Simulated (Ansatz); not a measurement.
## Se: pressure and energy less free atoms against volume per atom

Periodic Kohn-Sham DFT of a crystal at fixed atoms; pressure and stress are positive in compression; the energy is the free energy less that of spherical unpolarised free atoms; site moments are those in the method's own spheres, positive along +z. The results are calculated, by Ansatz 0.2.0.

Cell of the first row (space group P6_3/mmc, No. 194):
```
Se
1.0
      3.6092     0.0000     0.0000
     -1.8046     3.1257     0.0000
      0.0000     0.0000     3.7356
Se
2
Direct
  0.33333 0.66667 0.25000
  0.66667 0.33333 0.75000
```

Settings of every row: method all-electron LAPW; functional PBE; relativity scalar; k mesh 19x19x10; filling fermi-dirac; smearing width 0.03 eV; basis error target 0.5 meV/atom; nucleus gaussian.

Atom start moment: 0 on all atoms.

Limits: the cell comes from a prototype or a list of computed structures and needn't be the stable phase.

| row | volume per atom (Å³) | pressure (GPa) | energy less free atoms (eV/atom) |
| --- | --- | --- | --- |
| 1 | 21.072 | ? | ? |
| 2 | 21.732 | 2.157 | -3.1276 |
| 3 | 22.405 | -0.001 | -3.132 |
| 4 | 23.077 | -1.83 | -3.128 |
| 5 | 23.749 | -3.385 | -3.117 |

Question: what pressure and energy less free atoms should row 1 give?

Worked fit of pressure. Take u = (V_r/V)^(2/3) − 1 with V_r = 22.741 Å³ an atom, which is twice the finite (Eulerian) strain; such expansions in the strain, on which the Birch-Murnaghan equation of state is built, carry the rest volume and the bulk modulus. The shown rows have u = 0.03072, 0.00997, -0.00973, -0.0285. Least squares give pressure = −0.9527 + 92.967 × u + 268.34 × u² GPa; a straight line predicts inner rows, each left out in turn, worse (root mean square 0.15 against 0.0041 GPa). The rows lie off it by 0.001, -0.002, 0.002, -0.001. The pressure vanishes at u = 0.0100, or V = 22.41 Å³ an atom, and there the bulk modulus at fixed shape and fractions is B = −V dP/dV = (2/3)(1 + u) dP/du = 66.2 GPa. Letting shape and atoms relax would as a rule lower it, by much in layered, chain or molecular crystals. The withheld row has u = 0.05213, so the fit gives −0.9527 + 92.967 × (0.05213) + 268.34 × (0.05213)² = 4.623 GPa.

The calculation gave 4.662 GPa. The fit lies 0.039 GPa (0.48 % of the column's range) below it; its largest miss of a shown row is 0.002 GPa. This row lies beyond the range of the fit.

Worked fit of energy less free atoms. Take u = (V_r/V)^(2/3) − 1 with V_r = 22.741 Å³ an atom, which is twice the finite (Eulerian) strain; such expansions in the strain, on which the Birch-Murnaghan equation of state is built, carry the rest volume and the bulk modulus. The shown rows have u = 0.03072, 0.00997, -0.00973, -0.0285. Least squares give energy less free atoms = −3.13096 − 0.2019 × u + 10.118 × u² eV/atom; a straight line predicts inner rows, each left out in turn, worse (root mean square 0.0056 against 7.9e-05 eV/atom). All shown rows lie on it to the printed digit. The withheld row has u = 0.05213, so the fit gives −3.13096 − 0.2019 × (0.05213) + 10.118 × (0.05213)² = -3.1140 eV/atom.

The calculation gave -3.1137 eV/atom. The fit lies 0.0003 eV/atom (1.6 % of the column's range) below it; its largest miss of a shown row is 0.0000 eV/atom. This row lies beyond the range of the fit.
